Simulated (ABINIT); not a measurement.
# HfB2 (P6/mmm) in ABINIT: a series of runs, part 2 of 2

ABINIT 10.8.3 (patched build). The steps go on from the part before.

## Step 4: Band structure, LDA-PZ, spin-orbit coupling, no magnetisation

Input file run.abi:

```
# Datasets: ground state, then fixed potential
ndtset 2

# Pseudopotentials
pp_dirpath "./"
pseudos "Hf.LDA_PW-JTH.xml, B.LDA_PW-JTH.xml"

# Structure
acell 5.9337400313 5.9337400314 6.5762469137
rprim
     1.0000000000     0.0000000000     0.0000000000
    -0.5000000000     0.8660254038     0.0000000000
     0.0000000000     0.0000000000     1.0000000000
ntypat 2
znucl 72 5
natom 3
typat 1 2 2
xred
     0.0000000000     0.0000000000     0.0000000000
     0.6666666667     0.3333333333     0.5000000000
     0.3333333333     0.6666666667     0.5000000000

# Plane-wave basis
ecut 17.0
pawecutdg 34.0

# Exchange and correlation
ixc 2

# Bands and occupations
occopt 3
tsmear 0.05 eV

# Spin
nspinor 2
nspden 1
pawspnorb 1

# SCF cycle
nstep 100

# Output
iomode 3
prtwf 0
prteig 0
prtebands 0
enunit 1
prtden1 1
prtvha1 1
prtvclmb1 1
prtpot1 1

# Dataset 1
kptopt1 4
ngkpt1 10 10 8
nshiftk1 1
shiftk1 0.0 0.0 0.0
nband1 26
tolvrs1 1.0e-9

# Dataset 2: bands along G-M-K-G-A-L-H-A
iscf2 -2
getden2 1
nband2 38
nbdbuf2 8
tolwfr2 1.0e-11
kptopt2 -7
ndivsm2 5
prteig2 1
kptbounds2
     0.0000000000     0.0000000000     0.0000000000
     0.5000000000     0.0000000000     0.0000000000
     0.3333333333     0.3333333333     0.0000000000
     0.0000000000     0.0000000000     0.0000000000
     0.0000000000     0.0000000000     0.5000000000
     0.5000000000     0.0000000000     0.5000000000
     0.3333333333     0.3333333333     0.5000000000
     0.0000000000     0.0000000000     0.5000000000
```

Potentials or basis: JTH PAW LDA v2.0.

Run with:

```console
> abinit run.abi > log 2>&1
```

Run time: 2.3 min. Hardware: 1 thread of Arm Neoverse V1, shared host; peak memory 0.13 GiB.

The run converged. Its results:

```yaml
Free_energy: -1528.8453 eV
Pressure: -10.2 GPa
Band_gap_on_the_k_mesh: none (metal or under the smearing width)
Valence_electrons_inside_the_program's_atomic_spheres: Hf 9.71; B 1.85
```

Stress tensor (GPa, compression positive):
```
-10.29   0.00   0.00
  0.00 -10.29   0.00
  0.00   0.00  -9.99
```

Levels at the corners of the path, in eV from the Fermi level:
```tsv
point	band 15	band 16	band 17	band 18	band 19	band 20	band 21	band 22
Γ	-2.72	-2.72	-2.58	-2.58	3.92	3.92	4.09	4.09
M	-3.26	-3.26	-2.75	-2.75	2.27	2.27	2.78	2.78
K	-2.52	-2.52	-2.44	-2.44	1.73	1.73	1.92	1.92
Γ	-2.72	-2.72	-2.58	-2.58	3.92	3.92	4.09	4.09
A	-1.05	-1.05	0.32	0.32	0.42	0.42	0.93	0.93
L	-4.58	-4.58	-2.44	-2.44	4.15	4.15	4.27	4.27
H	-3.13	-3.13	-2.78	-2.78	4.47	4.47	5.44	5.44
A	-1.05	-1.05	0.32	0.32	0.42	0.42	0.93	0.93
```

## Step 5: Band structure, rPW86PBE

Edit run.abi of step 4 so:

```diff
@@ -1,9 +1,6 @@
-# Datasets: ground state, then fixed potential
 ndtset 2
 
-# Pseudopotentials
 pp_dirpath "./"
-pseudos "Hf.LDA_PW-JTH.xml, B.LDA_PW-JTH.xml"
+pseudos "Hf.GGA_PBE-JTH.xml, B.GGA_PBE-JTH.xml"
 
-# Structure
 acell 5.9337400313 5.9337400314 6.5762469137
@@ -22,10 +19,7 @@
 
-# Plane-wave basis
-ecut 17.0
-pawecutdg 34.0
+ecut 19.0
+pawecutdg 38.0
 
-# Exchange and correlation
-ixc 2
+ixc -144130
 
-# Bands and occupations
 occopt 3
@@ -33,11 +27,4 @@
 
-# Spin
-nspinor 2
-nspden 1
-pawspnorb 1
-
-# SCF cycle
 nstep 100
 
-# Output
 iomode 3
@@ -52,4 +39,3 @@
 
-# Dataset 1
-kptopt1 4
+kptopt1 1
 ngkpt1 10 10 8
@@ -57,14 +43,14 @@
 shiftk1 0.0 0.0 0.0
-nband1 26
+nband1 13
 tolvrs1 1.0e-9
 
-# Dataset 2: bands along G-M-K-G-A-L-H-A
 iscf2 -2
 getden2 1
-nband2 38
-nbdbuf2 8
+nband2 19
+nbdbuf2 4
 tolwfr2 1.0e-11
 kptopt2 -7
-ndivsm2 5
+ndivsm2 6
 prteig2 1
+prtvol2 -3
 kptbounds2
```

Potentials or basis: JTH PAW PBE v2.0.

Run with:

```console
> abinit run.abi > log 2>&1
```

run.abo:

```text
.Version 10.8.3 of ABINIT
 DATASET    1 : space group P6/m m m (#191); Bravais hP (primitive hexag.)
================================================================================
 Values of the parameters that define the memory need for DATASET  1.
     intxc =       0    ionmov =       0      iscf =      17    lmnmax =      18
     lnmax =       6     mgfft =      27  mpssoang =       3    mqgrid =    3001
     natom =       3  nloc_mem =       2    nspden =       1   nspinor =       1
    nsppol =       1      nsym =      24    n1xccc =       1    ntypat =       2
    occopt =       3   xclevel =       2
       mpw =         803          nfft =       15552          nkpt =          70
 PAW method is used; the additional fine FFT grid is defined by:
   mgfftf=        40    nfftf =     51840
================================================================================
================================================================================

 DATASET    2 : space group P6/m m m (#191); Bravais hP (primitive hexag.)
================================================================================
 Values of the parameters that define the memory need for DATASET  2.
     intxc =       0    ionmov =       0      iscf =      -2    lmnmax =      18
     lnmax =       6     mgfft =      27  mpssoang =       3    mqgrid =    3001
     natom =       3  nloc_mem =       2    nspden =       1   nspinor =       1
    nsppol =       1      nsym =      24    n1xccc =       1    ntypat =       2
    occopt =       3   xclevel =       2
       mpw =         816          nfft =       15552          nkpt =          65
[... 1133 lines left out ...]
 kpt#  63, nband= 19, wtk=  1.00000, kpt=  0.0556  0.0556  0.5000 (reduced coord)
 -58.35849  -27.55053  -26.85018  -26.79686   -8.02773   -4.79906    0.85937    1.08342
   3.48062    4.54982    4.62839    4.64564    5.63960    9.30320   10.87744   14.60189
  15.78635   16.01732   17.01699
 kpt#  64, nband= 19, wtk=  1.00000, kpt=  0.0278  0.0278  0.5000 (reduced coord)
 -58.36172  -27.56199  -26.79889  -26.78496   -8.06369   -5.01690    1.62198    1.69589
   3.95089    3.96435    4.03263    4.33910    5.51828    8.59236   10.59931   14.68278
  15.81317   15.84410   17.38103
 kpt#  65, nband= 19, wtk=  1.00000, kpt=  0.0000  0.0000  0.5000 (reduced coord)
 -58.36282  -27.56592  -26.78101  -26.78101   -8.07557   -5.09086    2.02197    2.02197
   3.59778    3.59778    4.26754    4.26754    5.47874    8.30077   10.50297   14.67602
  15.82546   15.82546   17.50607

== END DATASET(S) ==============================================================
================================================================================

 -outvars: echo values of variables after computation  --------
            acell      5.9337400313E+00  5.9337400314E+00  6.5762469137E+00 Bohr
           etotal1    -5.5854905566E+01
            fcart1    -0.0000000000E+00 -0.0000000000E+00 -0.0000000000E+00
                      -4.5378550610E-29 -2.6199318410E-29 -0.0000000000E+00
                       4.5378550610E-29  2.6199318410E-29 -0.0000000000E+00
            rprim      1.0000000000E+00  0.0000000000E+00  0.0000000000E+00
                      -5.0000000000E-01  8.6602540380E-01  0.0000000000E+00
                       0.0000000000E+00  0.0000000000E+00  1.0000000000E+00
           strten1    -1.5127902273E-04 -1.5127902588E-04 -2.6314717223E-04
                       0.0000000000E+00  0.0000000000E+00  4.3939963881E-13
           xangst      0.0000000000E+00  0.0000000000E+00  0.0000000000E+00
                       1.5699999989E+00  9.0643992204E-01  1.7399999988E+00
                      -1.7639296020E-11  1.8128798441E+00  1.7399999988E+00
             xred      0.0000000000E+00  0.0000000000E+00  0.0000000000E+00
                       6.6666666667E-01  3.3333333333E-01  5.0000000000E-01
                       3.3333333333E-01  6.6666666667E-01  5.0000000000E-01
 Calculation completed.
```

Wall time 45 s (1 thread of Arm Neoverse V1, shared host); peak memory 0.13 GiB.

Results:

```
Free energy                                           : -1519.8894 eV
Pressure                                              : 5.5 GPa
Band gap on the k mesh                                : none (metal or under the smearing width)
Valence electrons inside the program's atomic spheres : Hf 9.69; B 1.87
```

Stress tensor (GPa, compression positive):
```
4.45 0.00 0.00
0.00 4.45 0.00
0.00 0.00 7.74
```

Levels at the corners of the path, in eV from the Fermi level:
```csv
point,band 6,band 7,band 8,band 9,band 10,band 11,band 12,band 13
Γ,-2.89,-2.83,-2.83,-2.70,4.15,4.15,4.72,4.72
M,-8.96,-4.04,-3.36,-2.75,2.17,2.85,5.66,5.82
K,-8.20,-7.62,-2.51,-2.51,1.82,1.82,3.55,9.45
Γ,-2.89,-2.83,-2.83,-2.70,4.15,4.15,4.72,4.72
A,-8.26,-1.14,-1.14,0.43,0.43,1.10,1.10,2.31
L,-7.41,-4.89,-4.61,-2.58,4.14,4.27,6.35,7.29
H,-9.05,-5.39,-3.07,-3.07,4.59,5.53,7.02,7.02
A,-8.26,-1.14,-1.14,0.43,0.43,1.10,1.10,2.31
```

Caveat: the PAW data sets were made with another functional, which shifts forces and pressure a little; spin-orbit coupling is left out, which moves the levels of the heavy elements.

## Step 6: The runs side by side

| task | level | potentials or basis | spin | cutoff (eV) | fine-grid cutoff | gap on the mesh (eV) | pressure (GPa) |
| --- | --- | --- | --- | --- | --- | --- | --- |
| equation of state | LDA | JTH PAW LDA v2.0 | off | 463 | 925.187 eV | - | - |
| equation of state | PBEsol | JTH PAW PBE v2.0 | off | 381 | 761.919 eV | - | - |
| band structure | LDA-PZ | JTH PAW LDA v2.0 | SOC, no magnetisation | 463 | 925.187 eV | none | -10.2 |
| band structure | rPW86PBE | JTH PAW PBE v2.0 | off | 517 | 1034.03 eV | none | 5.5 |

Alike in all rows: cell as given; k mesh 10 × 10 × 8; smearing fermi-dirac 0.05 eV.

Caveats: pressures at fixed basis lie under the slope of the energies (some runs); the atomic spheres overlap (some runs); the PAW data sets were made with another functional, which shifts forces and pressure a little (some runs); the fit is rough or its minimum lies at the end of the range (some runs); spin-orbit coupling is left out, which moves the levels of the heavy elements (some runs).

Total energies depend on the potentials used, so only differences within one code and one set of settings carry meaning.
